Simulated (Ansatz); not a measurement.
## TiO2: equation of state with PBE

TiO2:

```
Ti O
1.0
     6.15358   -1.88347    0.00000
     6.15358    1.88347    0.00000
    -1.92833    0.00000    6.32897
Ti O
4 8
Cartesian
  10.5189 0.0000 1.8329
  1.8562 0.0000 1.7959
  -0.1400 0.0000 4.4961
  8.5226 0.0000 4.5330
  3.8886 0.0000 1.8569
  1.9846 0.0000 4.1297
  8.7534 0.0000 6.2992
  8.3943 0.0000 2.1993
  10.3741 0.0000 3.9874
  1.6255 0.0000 0.0298
  6.4903 0.0000 4.4721
  0.0047 0.0000 2.3416
```

The cell comes from a database or a generator and needn't be the stable form of this composition.

* Program: Ansatz 0.2.0
* Task: equation of state
* Functional: PBE
* Potentials or basis: PseudoDojo stringent
* Cutoff: 1252 eV
* Density cutoff: 5007 eV
* k mesh: 8 × 8 × 4
* Occupations: fermi-dirac, width 0.05 eV
* Spin: no spin polarisation

The equilibrium volume is 12.13 Å³/atom and the bulk modulus at fixed shape and positions is 196 GPa. The pressure derivative of the bulk modulus is 4.2.

Energy against volume, from the lowest point:
```
volume (Å³/atom)  energy (meV/atom)
          11.492              22.38
          11.737               8.00
          11.981               0.78
          12.226               0.00
          12.470               5.03
          12.715              15.27
```

All runs of the series together: 5.6 min on 2 threads of Intel(R) Xeon(R) 6975P-C (Granite Rapids) (shared host).

Caveat: the cell was scaled at fixed shape and fractional positions, which overstates the stiffness of a crystal with free parameters, most of all of layers and chains.
